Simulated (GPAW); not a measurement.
# Fe6 on W4 001: parallel and opposed starts, part 2 of 2

Does Fe6 on W4 001 prefer parallel or opposed moments, or none?

GPAW 26.7.0; PBE; plane waves with GPAW's PAW setups, scalar-relativistic.

So far. Step 2 (Run 1 (ferro ++++++)): After 73 cycles the largest moment stands at 2.89 μB.

## 3. Start 2: ferri +++++-

An opposed order shows whether the pairs that it reverses prefer unlike signs.

Contents of order2.py:

```python
import json
import numpy as np
from ase import Atoms
from ase.parallel import paropen, parprint
from gpaw import GPAW

atoms = Atoms(['W', 'W', 'W', 'W', 'Fe', 'Fe', 'Fe', 'Fe', 'Fe', 'Fe'],
    cell=[[3.165, 0.0, 0.0],
         [0.0, 3.165, 0.0],
         [0.0, 0.0, 24.016801]],
    scaled_positions=[[0.0, 0.0, 0.249825],
         [0.5, 0.5, 0.315707],
         [0.0, 0.0, 0.381589],
         [0.5, 0.5, 0.447471],
         [0.0, 0.0, 0.504936],
         [0.5, 0.5, 0.553984],
         [0.0, 0.0, 0.603032],
         [0.5, 0.5, 0.652079],
         [0.0, 0.0, 0.701127],
         [0.5, 0.5, 0.750175]],
    pbc=True,
    magmoms=[0.0, 0.0, 0.0, 0.0, 2.6, 2.6, 2.6, 2.6, 2.6, -2.6])
atoms.calc = GPAW(mode={'name': 'pw', 'ecut': 450},
    xc='PBE',
    kpts={'size': (18, 18, 1), 'gamma': True},
    occupations={'name': 'fermi-dirac', 'width': 0.05},
    convergence={'density': 1e-05, 'energy': 1e-05},
    maxiter=200,
    mixer={'name': 'pulay', 'beta': 0.03, 'nmaxold': 8, 'weight': 100},
    symmetry={'tolerance': 1e-4},
    txt='order2.txt')
e = atoms.get_potential_energy(force_consistent=True)
res = {'free_energy': e, 'energy_sigma0': atoms.get_potential_energy(), 'fermi_energy': atoms.calc.get_fermi_level()}
res['moments'] = atoms.get_magnetic_moments().tolist()
res['total'] = atoms.get_magnetic_moment()
parprint('site moments (muB):', np.round(res['moments'], 3))
parprint(f"total moment: {res['total']:.3f} muB")
parprint(f'free energy: {e:.6f} eV')
atoms.calc.write('order2.gpw')
with paropen('results.json', 'w') as f:
    json.dump(res, f)
```

Command:

```bash
$ OMP_NUM_THREADS=1 mpirun -n 4 gpaw python order2.py > order2.log
```

Numbers of over 12 decimals in the logs are rounded to 6 here.

The log of the run:

```text
site moments (muB): [ 0.178 -0.022  0.015 -0.206  1.697  2.233  2.254  2.131  1.308 -3.021]
total moment: 6.378 muB
free energy: -94.323083 eV

--- order2.txt ---
Input parameters:
  mode=PW(ecut=450),
  convergence={'density': 1e-05, 'energy': 1e-05},
  kpts=MonkhorstPack(size=(18, 18, 1), gamma=True),
  maxiter=200,
  mixer=Pulay(name='pulay', nmaxold=8, beta=0.03, weight=100, sigma=0.015, g_ss=None),
  occupations=Occupations(name='fermi-dirac', width=0.05),
  symmetry=Symmetry(tolerance=0.0001),
  xc=XC(name='PBE')

Diagonalizing LCAO Hamiltonian
Converting LCAO to pw mode
   .-------.
  /|       |
 * |       |
 | |       |
 | |       |
 | |       |
 | |       |
 | |       |
 | |  Fe   |
 | |       |
 | |       |
 Fe|  Fe   |
 | |       |
 | |       |
 Fe|  Fe   |
 | |       |
 | |       |
 Fe|       |
 | |  W    |
 | |       |
 | |       |
 W |       |
 | |  W    |
 | |       |
 | |       |
 W |       |
 | |       |
 | |       |
 | |       |
 | |       |
 | .-------.
 |/       /
 *-------*

Atoms  # Å, Bohr magnetons
|   | symbol |        x |        y |         z |    initial magnetic moments |
|---|--------|----------|----------|-----------|-----------------------------|
| 0 |      W | 0.000000 | 0.000000 |  5.999997 | ( 0.0000,  0.0000,  0.0000) |
| 1 |      W | 1.582500 | 1.582500 |  7.582272 | ( 0.0000,  0.0000,  0.0000) |
| 2 |      W | 0.000000 | 0.000000 |  9.164547 | ( 0.0000,  0.0000,  0.0000) |
| 3 |      W | 1.582500 | 1.582500 | 10.746822 | ( 0.0000,  0.0000,  0.0000) |
| 4 |     Fe | 0.000000 | 0.000000 | 12.126947 | ( 0.0000,  0.0000,  2.6000) |
| 5 |     Fe | 1.582500 | 1.582500 | 13.304923 | ( 0.0000,  0.0000,  2.6000) |
| 6 |     Fe | 0.000000 | 0.000000 | 14.482900 | ( 0.0000,  0.0000,  2.6000) |
| 7 |     Fe | 1.582500 | 1.582500 | 15.660852 | ( 0.0000,  0.0000,  2.6000) |
| 8 |     Fe | 0.000000 | 0.000000 | 16.838828 | ( 0.0000,  0.0000,  2.6000) |
| 9 |     Fe | 1.582500 | 1.582500 | 18.016804 | ( 0.0000,  0.0000, -2.6000) |

Unit cell  # Å
| periodic |        x |        y |         z |   lengths |    angles |
|----------|----------|----------|-----------|-----------|-----------|
|      yes | 3.165000 | 0.000000 |  0.000000 |  3.165000 | 90.000000 |
|      yes | 0.000000 | 3.165000 |  0.000000 |  3.165000 | 90.000000 |
|      yes | 0.000000 | 0.000000 | 24.016801 | 24.016801 | 90.000000 |

Number of symmetries: 8

BZ-sampling:
  Number of BZ points: 324
  Number of IBZ points: 55

  Monkhorst-Pack size: [18, 18, 1]
  Monkhorst-Pack shift: [0.027778, 0.027778, 0.0]

Plane wave coefficients: 5267
Cutoff: 450.000000 eV

Spin-components: 2 (collinear spins)
Bands:           73
Projectors:      60
Spin-degeneracy: 1
Datatype:        complex128

Parallelization:
  kpt:    4
  domain: 1
  band:   1

Density:
  Valence electrons: 104.0
  Components: 2
  Grid points: [ 16  16 120]
  Charge: 0.0  # |e|

Potential:
  Grid points: [ 16  16 120]

[... setups left out ...]
Reference energy: -1962803.414220  # eV

eigensolver:
  PPCG
  Converge bands: occupied
  niter=2

density mixing:
  Pulay-Mixer
  Linear mixing parameters: 0.03
  Old densities: 8
  Fourier metric: weight=100, sigma=0.015

occupation numbers:
  Fermi-Dirac:
    width: 0.0500  # eV

poisson solver:
  ecut: 3600.000000  # eV

xc functional:
  name: PBE with 2 nearest neighbor stencil

convergence criteria:
- Maximum integral of absolute [dens]ity change: 1e-05 electrons / valence electron
- Maximum [total energy] change in last 3 cyles: 1e-05 eV / valence electron
- Maximum integral of absolute [eigenst]ate change: 4e-08 eV^2 / valence electron
maximum number of iterations: 200

SCF iterations
|iter     |      energy | eigst |  dens |  magmom |
|---------|-------------|-------|-------|---------|
|iter:   1|       0s | -105.678130 | +0.28 |       | +10.4154|
|iter:   2|      11s | -170.521971 | +0.48 | -0.72 | +10.2435|
|iter:   3|      21s |  -97.651768 | -0.45 | -0.39 | +10.1980|
|iter:   4|      31s |  -95.703610 | -1.34 | -0.87 | +10.1856|
|iter:   5|      41s |  -95.475862 | -2.52 | -1.04 | +10.1654|
|iter:   6|      51s |  -95.004774 | -2.45 | -1.07 | +10.0810|
|iter:   7|      62s |  -94.423418 | -1.97 | -1.10 |  +9.9008|
|iter:   8|      71s |  -94.052751 | -1.99 | -1.16 |  +9.7108|
|iter:   9|      81s |  -93.926827 | -2.19 | -1.24 |  +9.4807|
|iter:  10|      91s |  -93.911045 | -2.20 | -1.30 |  +9.1845|
[... 61 iterations left out ...]
|iter:  72|     658s |  -94.270620c| -7.87c| -4.58 |  +6.3739|
|iter:  73|     663s |  -94.270621c| -8.23c| -4.60 |  +6.3740|
|iter:  74|     668s |  -94.270620c| -8.44c| -4.60 |  +6.3741|
|iter:  75|     673s |  -94.270620c| -8.49c| -4.62 |  +6.3746|
|iter:  76|     678s |  -94.270618c| -7.70c| -4.67 |  +6.3761|
|iter:  77|     683s |  -94.270617c| -8.05c| -4.80 |  +6.3767|
|iter:  78|     688s |  -94.270617c| -8.32c| -4.86 |  +6.3770|
|iter:  79|     693s |  -94.270616c| -8.79c| -4.91 |  +6.3773|
|iter:  80|     698s |  -94.270616c| -8.78c| -4.98 |  +6.3777|
|iter:  81|     703s |  -94.270616c| -8.67c| -5.09c|  +6.3783|

Converged in 81 steps
Energy contributions relative to reference atoms: (reference = -1962803.414220)

Energy contributions:
  Kinetic:          42.666641
  Coulomb:         -45.260091
  Zero:              0.833783
  External:          0.000000
  Xc:              -92.458482
  Entropy:          -0.104935
  Spinorbit:         0.000000
  ----------------------------
  Free energy:     -94.323083
  Extrapolated:    -94.270616

dipole moment: (-46.882783, -46.882783, 0.070884)  # |e|*Ang

Total magnetic moment: (0.000000, 0.000000, 6.378260)

Local magnetic moments
|        x |        y |         z |
|----------|----------|-----------|
| 0.000000 | 0.000000 |  0.177841 |  # W    0
| 0.000000 | 0.000000 | -0.021738 |  # W    1
| 0.000000 | 0.000000 |  0.015110 |  # W    2
| 0.000000 | 0.000000 | -0.206414 |  # W    3
| 0.000000 | 0.000000 |  1.697418 |  # Fe   4
| 0.000000 | 0.000000 |  2.232514 |  # Fe   5
| 0.000000 | 0.000000 |  2.253591 |  # Fe   6
| 0.000000 | 0.000000 |  2.131309 |  # Fe   7
| 0.000000 | 0.000000 |  1.308078 |  # Fe   8
| 0.000000 | 0.000000 | -3.020938 |  # Fe   9

Fermi level: 5.020
Eigenvalues  # (at kpt = [-0.000, -0.000, 0.000])
| band index |      eig [eV] | occ [0-1] |      eig [eV] | occ [0-1] |
|------------|---------------|-----------|---------------|-----------|
|          0 |       -68.766 |     1.000 |       -68.807 |     1.000 |
|        ... |               |           |               |           |
|         46 |         3.958 |     1.000 |         4.601 |     1.000 |
|         47 |         4.111 |     1.000 |         4.819 |     0.982 |
|         48 |         4.111 |     1.000 |         4.895 |     0.923 |
|         49 |         4.265 |     1.000 |         4.906 |     0.907 |
|         50 |         4.364 |     1.000 |         4.906 |     0.907 |
|         51 |         4.445 |     1.000 |         5.043 |     0.385 |
|         52 |         4.630 |     1.000 |         5.122 |     0.115 |
|         53 |         4.686 |     0.999 |         5.385 |     0.001 |
|         54 |         4.722 |     0.997 |         5.385 |     0.001 |
|         55 |         4.722 |     0.997 |         5.841 |     0.000 |
|         56 |         4.969 |     0.736 |         5.841 |     0.000 |
|         57 |         5.276 |     0.006 |         5.957 |     0.000 |
|         58 |         5.323 |     0.002 |         5.962 |     0.000 |
|         59 |         5.462 |     0.000 |         6.058 |     0.000 |
|         60 |         5.462 |     0.000 |         6.416 |     0.000 |
|         61 |         5.881 |     0.000 |         6.651 |     0.000 |
|        ... |               |           |               |           |
|         72 |         9.691 |     0.000 |         9.702 |     0.000 |

No gap
No difference between direct/indirect transitions
```

The job ended after 12 min (4 MPI ranks of AMD EPYC 7B13 (Zen 3), shared host; peak memory 1.7 GiB).

Spin moment in the augmentation sphere by atom:

| atom | spin moment in the augmentation sphere (μB) |
| --- | --- |
| W1 | 0.18 |
| W2 | -0.02 |
| W3 | 0.02 |
| W4 | -0.21 |
| Fe5 | 1.70 |
| Fe6 | 2.23 |
| Fe7 | 2.25 |
| Fe8 | 2.13 |
| Fe9 | 1.31 |
| Fe10 | -3.02 |

Read from the output:

- magnetization: 6.378 μB
- final state: ferrimagnetic

It lies 67.9 meV a seeded atom over the first start, and its largest moment is 3.02 μB against 2.89 μB.

## 4. Ranking

These are free energies at a smearing of 0.05 eV, so its entropy term is in the differences. They are divided by the number of seeded atoms, so that cells of unlike size compare.

Orders:

| start | final state | typed order kept | energy over the lowest (meV a seeded atom) | largest site moment (μB) | net moment (μB a primitive cell) | mesh matched | CPU time (s) |
| --- | --- | --- | --- | --- | --- | --- | --- |
| ferro ++++++ | ferromagnetic | yes | 0 | 2.89 | 14.11 | yes | 2685 |
| ferri +++++- | ferrimagnetic | yes | 67.88 | 3.021 | 6.378 | yes | 2912 |

## 5. Outcome

- lowest state found: ferromagnetic (typed ferro ++++++)
- largest site moment: 2.89 μB
- next state: ferrimagnetic, 67.9 meV a seeded atom higher

In words: The lowest state found is ferromagnetic, reached from the start ferro ++++++, with moments up to 2.89 μB. The next state costs 68 meV a seeded atom. This is the lowest of 2 finished starts, no proof of the ground state.

[Logs and program files are shortened in this print: banners, set-up blocks, solver, clock and traceback lines can be left out without a mark of their own.]

[Logs are printed without paths, hosts, clocks, repeated set-up lines and the standing remarks that a program may print on its own settings, such as how far it seeks lower states.]

[Hosts, paths, dates, database ids (printed as entryN), source tags and the programs' standing remarks are cut or masked in the printed files.]

[Where a cell is said to come from a database of computed structures, the database is the Materials Project.]
